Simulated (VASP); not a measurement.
# A VASP 6.6.1 single-point calculation on GaAs

INCAR

```
LCHARG = .FALSE.
LREAL = .FALSE.
NSW = 0
LASPH = .TRUE.
IBRION = -1
ENCUT = 700
EDIFF = 1E-7
NBANDS = 16
NELM = 120
LWAVE = .FALSE.
ISIF = 2
PREC = Accurate
GGA = PE
ISMEAR = -1
SIGMA = 0.02
```

KPOINTS

```
KPOINTS created by Atomic Simulation Environment
0
Gamma
8 8 8
0 0 0
```

POSCAR

```
Ga As
 1.0000000000000000
     0.0000000000000000    2.8330850946999999    2.9534912112999998
     2.8330850946999999    0.0000000000000000    2.9534912112999998
     2.8330850946999999    2.8330850946999999    0.0000000000000000
 Ga  As
   1   1
Cartesian
  0.0000000000000000  0.0000000000000000  0.0000000000000000
  1.4165425473500000  1.4165425473500000  1.4767456056499999
```

The recommended PBE PAW datasets give the neutral cell 18 valence electrons.

Command

```
mpirun -np 1 vasp_std
```

Question: How does this run end, and what does it give?

Answer: It converged. Results: gap between bands v and c on the k mesh 0.07 eV; least direct gap on the k mesh 0.07 eV; pressure 0.1 GPa. Band v is the last that the valence electrons fill when counted band by band, and c is the next.

OSZICAR

```
N       E                     dE             d eps       ncg     rms          rms(c)
DAV:   1     0.956440961418E+02    0.95644E+02   -0.10351E+04  1904   0.178E+03
DAV:   2    -0.443798321753E+00   -0.96088E+02   -0.91584E+02  2152   0.362E+02
DAV:   3    -0.828019292636E+01   -0.78364E+01   -0.78063E+01  2280   0.733E+01
DAV:   4    -0.841071825487E+01   -0.13053E+00   -0.13050E+00  2312   0.105E+01
DAV:   5    -0.841251004197E+01   -0.17918E-02   -0.17917E-02  2336   0.113E+00    0.276E+00
DAV:   6    -0.827634475832E+01    0.13617E+00   -0.21266E-01  2840   0.758E+00    0.165E+00
DAV:   7    -0.825935048884E+01    0.16994E-01   -0.58339E-02  2328   0.169E+00    0.556E-01
DAV:   8    -0.826020124894E+01   -0.85076E-03   -0.97657E-03  2320   0.111E+00    0.953E-02
DAV:   9    -0.826060582102E+01   -0.40457E-03   -0.93392E-04  2400   0.382E-01    0.529E-02
DAV:  10    -0.826067225819E+01   -0.66437E-04   -0.68909E-05  2576   0.766E-02    0.285E-02
DAV:  11    -0.826072593312E+01   -0.53675E-04   -0.77374E-05  2152   0.647E-02    0.365E-03
DAV:  12    -0.826072622132E+01   -0.28819E-06   -0.12995E-06  2392   0.147E-02    0.154E-03
DAV:  13    -0.826072663128E+01   -0.40996E-06   -0.60542E-07  2344   0.579E-03    0.650E-04
DAV:  14    -0.826072662172E+01    0.95602E-08   -0.14128E-08  1896   0.125E-03
   1 F= -.82607266E+01 E0= -.82606793E+01  d E =-.946054E-04
```

For comparison, a separate PBE run of the intended cell, on usual settings and not on those above, gives a gap of 0.07 eV on its mesh and a pressure of 0.1 GPa.
